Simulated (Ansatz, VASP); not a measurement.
**One calculation of ScAl3, two programs**

```
Sc Al
1.0
    -2.01279    2.01279    4.42320
     2.01279   -2.01279    4.42320
     2.01279    2.01279   -4.42320
Sc Al
1 3
Direct
  0.00000 0.00000 0.00000
  0.75000 0.25000 0.50000
  0.25000 0.75000 0.50000
  0.50000 0.50000 0.00000
```

Alike in both runs: task single point; functional PBE; k mesh 6 × 6 × 6; occupations gaussian, width 0.1 eV; no spin polarisation.

```csv
,VASP,Ansatz
version,VASP 6.6.1,Ansatz 0.2.0
potentials or method,"VASP PAW PBE potentials, release 64 (Sc_sv, Al)","scalar-relativistic, plane waves, PAW"
plane-wave cutoff (eV),520,420
valence electrons in the cell,20,20
```

```csv
,VASP,Ansatz,Ansatz less VASP
gap on the k mesh at the Fermi level (eV),none,none,-
pressure (GPa),-0.4,-0.4,-0.02
largest component of the traceless stress (GPa),1.42,1.43,+0.005
```

A gap of «none» marks a metal or a gap that the smearing closes.

Caveats: the k mesh is coarse (spacing up to 0.37 Å⁻¹), so the values aren't converged.
